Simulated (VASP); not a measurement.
Set up this calculation in VASP 6.6.1, as the native input.

```
Task                   : band structure
Functional             : PBE
Dispersion             : D3(BJ)
Potentials or basis    : VASP PAW PBE potentials, release 64 (Se, In_d)
Cutoff                 : 520 eV
k mesh                 : 6 × 6 × 1
Occupations            : gaussian, width 0.03 eV
Spin                   : no spin polarisation
Dipole correction      : yes
Further INCAR settings : ALGO = Normal; EDIFF = 1e-06; NBANDS = 69
```

The structure of InSe lies in POSCAR:

```
InSe                                    
1.0
    4.0326446041      0.0000000000      0.0000000000
   -2.0163223021      3.4923726766      0.0000000000
    0.0000000000      0.0000000000     40.2377120000
  Se              In            
     6     6
Direct
     1.0000000000000000    1.0000000000000000    0.2260663472338706
     1.0000000000000000    1.0000000000000000    0.3597529513137537
     0.6666666699999979    0.3333333300000021    0.4332960294434843
     0.6666666699999979    0.3333333300000021    0.5667208719731045
     0.3333333300000021    0.6666666699999979    0.6402190606054599
     0.3333333300000021    0.6666666699999979    0.7738617852538318
     0.6666666699999979    0.3333333300000021    0.2582188883571407
     0.6666666699999979    0.3333333300000021    0.3276813029546436
     0.3333333300000021    0.6666666699999979    0.4652822173774495
     0.3333333300000021    0.6666666699999979    0.5346913234327271
     1.0000000000000000    0.0000000000000000    0.6722479718716191
     1.0000000000000000    1.0000000000000000    0.7417095501829223
```

One way to write it, as run:

INCAR

```
PREC     = Accurate       # precision mode
ENCUT    = 520            # plane-wave cutoff, eV
EDIFF    = 1E-6           # SCF threshold, eV
ISMEAR   = 0              # smearing method
SIGMA    = 0.03           # smearing width, eV
LREAL    = False          # projectors in reciprocal space
LASPH    = True           # aspherical terms in the spheres
NELM     = 80             # most SCF steps
ALGO     = Normal         # electronic algorithm
ISIF     = 2              # what is computed and relaxed
LWAVE    = False          # write WAVECAR
LCHARG   = False          # write CHGCAR
LDIPOL   = True         
IDIPOL   = 3            
DIPOL    = 0.5 0.5 0.500
GGA      = PE             # functional
IVDW     = 12             # dispersion correction
NBANDS   = 69             # bands
LVHAR    = True         
LVACPOTAV= True         
LUSENCCL = False
```

KPOINTS

```
regular mesh
0
Gamma
  6 6 1
```

KPOINTS_OPT

```
explicit points
3
Reciprocal
 0.0000000000  0.0000000000  0.0000000000 1
 0.5000000000  0.0000000000  0.0000000000 1
 0.3333333300  0.3333333300  0.0000000000 1
```

Potentials or basis: VASP PAW PBE potentials, release 64 (Se, In_d).

The run is started by

```bash
$ cat potpaw_PBE.64/Se/POTCAR potpaw_PBE.64/In_d/POTCAR > POTCAR
$ mpirun -np 1 vasp_std > vasp.out
```

It gave:

```json
{"Largest force": "0.005 eV/Å", "Band gap on the k mesh": "0.84 eV, direct", "Band gap along the path": "0.84 eV, direct", "Dispersion energy per atom": "-0.273 eV", "Ionisation potential of the upper face": "5.54 eV"}
```

Caveat: spin-orbit coupling is left out, which moves the levels of the heavy elements.

It took 4.6 min on 1 × NVIDIA H100 80GB with 1 thread of AMD EPYC 7R13 Processor (Zen 3) (shared host), peak memory 1.7 GiB.
